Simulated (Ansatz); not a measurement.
**Ca under changes of volume**

One of the cells (43.632 Å³/atom); the others are scaled copies at fixed shape and fractional positions:

```xyz
1
Lattice="0.0000 2.7942 2.7942 2.7942 0.0000 2.7942 2.7942 2.7942 0.0000" Properties=species:S:1:pos:R:3 pbc="T T T"
Ca    0.0000    0.0000    0.0000
```

| Quantity | Value |
| --- | --- |
| Program | Ansatz 0.2.0 |
| Functional | LDA |
| Potentials or basis | all-electron LAPW, scalar-relativistic |
| Cutoff | 80 eV (chosen from the basis error) |
| Basis error allowed | 0.001 eV/atom |
| k mesh | 8 × 8 × 8 |
| Occupations | fermi-dirac, width 0.05 eV |
| Spin | no spin polarisation |

```csv
volume (Å³/atom),energy over the lowest point (meV/atom),pressure (GPa)
41.014,0.00,-1.3
41.886,8.12,-1.6
42.759,17.81,-1.9
43.632,28.89,-2.1
44.504,41.25,-2.4
45.377,54.78,-2.6
46.250,?,?
```

Question: What does the run at 46.250 Å³/atom give?

Answer: Energy over the lowest point 69.38 meV/atom; pressure -2.8 GPa.

Worked out: A Birch-Murnaghan fit of order 3 (a polynomial in V^(-2/3)) to the other rows has no minimum within the range. It gives 69.37 meV/atom at 46.250 Å³/atom, against the run's 69.38, and -dE/dV = -2.8 GPa, against -2.8.

Energies are extrapolated to zero smearing.
